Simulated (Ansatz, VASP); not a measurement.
GaN: VASP beside Ansatz

INCAR

```
SYSTEM = GaN
ALGO = Normal ; EDIFF = 1E-6
ENCUT = 520 ; GGA = PE
ISIF = 2 ; ISMEAR = 0
LASPH = .TRUE. ; LCHARG = .TRUE.
LELF = .TRUE. ; LREAL = .FALSE.
LVHAR = .TRUE. ; LWAVE = .FALSE.
NBANDS = 16 ; NELM = 80
PREC = Accurate ; SIGMA = 0.01
```

KPOINTS

```
k-points
0
G
  8 8 8
  0 0 0
```

The input POSCAR:

```
GaN
1.0
    0.0000000000      2.0904351348      2.0904351348
    2.0904351348      0.0000000000      2.0904351348
    2.0904351348      2.0904351348      0.0000000000
Ga N
1 1
Direct
    0.0000000000      0.0000000000      0.0000000000
    0.5000000000      0.5000000000      0.5000000000
```

Input for Ansatz:

```yaml
crystal:
  lattice:
    - [0.0, 2.0904351348, 2.0904351348]
    - [2.0904351348, 0.0, 2.0904351348]
    - [2.0904351348, 2.0904351348, 0.0]
  atoms:
    - { symbol: Ga, position: [0.0, 0.0, 0.0] }
    - { symbol: "N", position: [0.5, 0.5, 0.5] }
kpoints:
  mp_grid: { grid: [8, 8, 8] }
hamiltonian:
  xc: pbe
scf:
  occupations: { method: fixed }
  n_extra_bands: 4
output:
  forces: true
  stress: true
  eigenvalues: true
```

Alike in both runs: task single point; functional PBE; k mesh 8 × 8 × 8; no spin polarisation.

```csv
,VASP,Ansatz
version,VASP 6.6.1,Ansatz 0.2.0
potentials or method,"VASP PAW PBE potentials, release 64 (Ga_d, N)","plane waves, PAW"
plane-wave cutoff (eV),520,420
occupations,"gaussian, width 0.01 eV",fixed
valence electrons in the cell,18,18
```

VASP gave:

* gap on the k mesh at the Fermi level (eV): 0.82
* pressure (GPa): 15.9

Q: Which values does Ansatz return?

A: gap on the k mesh at the Fermi level (eV): 0.83; pressure (GPa): 15.0.

Caveats: so large a pressure means that the cell lies far from this level's equilibrium, or that cutoff or potentials fall short (VASP). A hybrid or GW would open this gap; PBE tends to underestimate it. A k mesh can miss the band edges.
